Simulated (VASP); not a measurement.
**A VASP 6.6.1 single-point calculation on HgTe**

INCAR

```
EDIFF = 1E-7
NSW = 0
GGA = RE
LREAL = .FALSE.
ISIF = 2
ISMEAR = -1
ALGO = Normal
LASPH = .TRUE.
NBANDS = 16
LWAVE = .FALSE.
PREC = Accurate
IBRION = -1
SIGMA = 0.02
ENCUT = 520
NELM = 85
LCHARG = .FALSE.
```

KPOINTS

```
KPOINTS created by Atomic Simulation Environment
0
Gamma
6 6 6
0 0 0
```

POSCAR

```
Hg Te
 1.0000000000000000
     0.0000000000000000    3.2562663073999998    3.2562663073999998
     3.2562663073999998    0.0000000000000000    3.2562663073999998
     3.2562663073999998    3.2562663073999998    0.0000000000000000
 Hg  Te
   1   1
Cartesian
  0.0000000000000000  0.0000000000000000  0.0000000000000000
  1.6281331536999999  1.6281331536999999  1.6281331536999999
```

The recommended PBE PAW datasets give the neutral cell 18 valence electrons.

Command

```
mpirun -np 1 vasp_std
```

OSZICAR

```
N       E                     dE             d eps       ncg     rms          rms(c)
DAV:   1     0.103182927316E+03    0.10318E+03   -0.79938E+03   512   0.970E+02
DAV:   2     0.446972391071E+00   -0.10274E+03   -0.96638E+02   592   0.223E+02
DAV:   3    -0.310515390246E+01   -0.35521E+01   -0.35442E+01   648   0.435E+01
DAV:   4    -0.313995539824E+01   -0.34801E-01   -0.34800E-01   768   0.386E+00
DAV:   5    -0.314003715660E+01   -0.81758E-04   -0.81758E-04   688   0.179E-01    0.736E+00
DAV:   6    -0.295191314218E+01    0.18812E+00   -0.36705E-01   568   0.796E+00    0.577E+00
DAV:   7    -0.294677660969E+01    0.51365E-02   -0.99795E-02   560   0.213E+00    0.211E+00
DAV:   8    -0.294717678812E+01   -0.40018E-03   -0.11096E-02   600   0.118E+00    0.492E-01
DAV:   9    -0.294748825477E+01   -0.31147E-03   -0.90937E-04   608   0.334E-01    0.127E-01
DAV:  10    -0.294757892079E+01   -0.90666E-04   -0.12769E-04   600   0.958E-02    0.479E-02
DAV:  11    -0.294762864705E+01   -0.49726E-04   -0.11311E-04   552   0.718E-02    0.470E-02
DAV:  12    -0.294762598218E+01    0.26649E-05   -0.56588E-06   624   0.225E-02    0.259E-02
DAV:  13    -0.294762581322E+01    0.16897E-06   -0.24058E-06   584   0.856E-03    0.583E-03
DAV:  14    -0.294762596290E+01   -0.14969E-06   -0.61278E-07   608   0.682E-03    0.703E-03
DAV:  15    -0.294762609202E+01   -0.12912E-06   -0.69798E-08   464   0.238E-03    0.249E-03
DAV:  16    -0.294762621481E+01   -0.12279E-06   -0.38359E-08   456   0.117E-03    0.752E-04
DAV:  17    -0.294762619932E+01    0.15488E-07   -0.33154E-09   288   0.377E-04
   1 F= -.29476262E+01 E0= -.29474494E+01  d E =-.353643E-03
```

From OUTCAR

```
k-points           NKPTS =     16   k-points in BZ     NKDIM =     16   number of bands    NBANDS=     16

   NELECT =      18.0000    total number of electrons

   dimension x,y,z NGX =    36 NGY =   36 NGZ =   36
   dimension x,y,z NGXF=    72 NGYF=   72 NGZF=   72

  energy-cutoff  :      520.00
  volume of cell :       69.05
      direct lattice vectors                 reciprocal lattice vectors
     0.000000000  3.256266307  3.256266307    -0.153550095  0.153550095  0.153550095
     3.256266307  0.000000000  3.256266307     0.153550095 -0.153550095  0.153550095
     3.256266307  3.256266307  0.000000000     0.153550095  0.153550095 -0.153550095

 k-points in reciprocal lattice and weights: KPOINTS created by Atomic Simulation Env
   0.00000000  0.00000000  0.00000000       0.005
   0.16666667  0.00000000  0.00000000       0.037
   0.33333333  0.00000000  0.00000000       0.037
   0.50000000  0.00000000  0.00000000       0.019
   0.16666667  0.16666667  0.00000000       0.028
   0.33333333  0.16666667  0.00000000       0.111
   0.50000000  0.16666667  0.00000000       0.111
  -0.33333333  0.16666667  0.00000000       0.111
   ...

 E-fermi :   2.9632

 k-point     1 :       0.0000    0.0000    0.0000
  band No.  band energies     occupation
      1      -8.8475      2.00000
      2      -4.2828      2.00000
      3      -4.2828      2.00000
      4      -4.2828      2.00000
      5      -3.7832      2.00000
      6      -3.7832      2.00000
      7       2.2411      2.00000
      8       2.9493      1.33334
      9       2.9493      1.33334
     10       2.9493      1.33334
     11       7.2524      0.00000
     12       7.2524      0.00000
     13       7.2524      0.00000
     14       9.6537      0.00000
     15      12.4745      0.00000
     16      12.4745      0.00000

 k-point     2 :       0.1667    0.0000    0.0000
  band No.  band energies     occupation
      1      -8.7217      2.00000
      2      -4.2487      2.00000
      3      -4.2487      2.00000
      4      -4.2234      2.00000
      5      -3.7857      2.00000
      6      -3.7857      2.00000
      7       0.6430      2.00000
      8       2.6754      2.00000
      9       2.6754      2.00000
     10       3.7723      0.00000
     11       7.3516      0.00000
     12       7.6128      0.00000
     13       7.6128      0.00000
     14      10.8889      0.00000
     15      11.5807      0.00000
     16      11.5807      0.00000

 k-point     3 :       0.3333    0.0000    0.0000
  band No.  band energies     occupation
      1      -8.4523      2.00000
      2      -4.1892      2.00000
      3      -4.1892      2.00000
      4      -3.9361      2.00000
      5      -3.7768      2.00000
      6      -3.7768      2.00000
      7      -1.2610      2.00000
      8       2.2143      2.00000
      9       2.2143      2.00000
     10       3.8083      0.00000
     11       8.0090      0.00000
     12       8.0090      0.00000
     13       8.8808      0.00000
     14      10.7553      0.00000
     15      11.8747      0.00000
     16      11.8747      0.00000

 ...

  Total        1.6649098      1.6649098      1.6649098      0.0000000      0.0000000      0.0000000
  in kB       38.6288298     38.6288298     38.6288298      0.0000000      0.0000000      0.0000000
  external PRESSURE =      38.6288298 kB  Pullay stress =       0.0000000 kB

 POSITION                                       TOTAL-FORCE (eV/Angst)
 -----------------------------------------------------------------------------------
      0.00000      0.00000      0.00000         0.000000      0.000000      0.000000
      1.62813      1.62813      1.62813        -0.000000     -0.000000     -0.000000
 -----------------------------------------------------------------------------------
    total drift:                               -0.000000     -0.000000     -0.000000

  FREE ENERGIE OF THE ION-ELECTRON SYSTEM (eV)
  ---------------------------------------------------
  free  energy   TOTEN  =        -2.9476261993 eV

  energy  without entropy=       -2.9472725558  energy(sigma->0) =       -2.94744938
```

It converged. Results: gap between bands v and c on the k mesh 0.00 eV; least direct gap on the k mesh 0.00 eV; pressure 3.9 GPa. Band v is the last that the valence electrons fill when counted band by band, and c is the next.

For comparison, a separate PBE run of the intended cell, on usual settings and not on those above, gives a gap of 0.00 eV on its mesh and a pressure of 2.7 GPa.

The run above took about 22 s on one core of a shared host (Intel Xeon Platinum 8488C) and held 0.21 GiB at most.
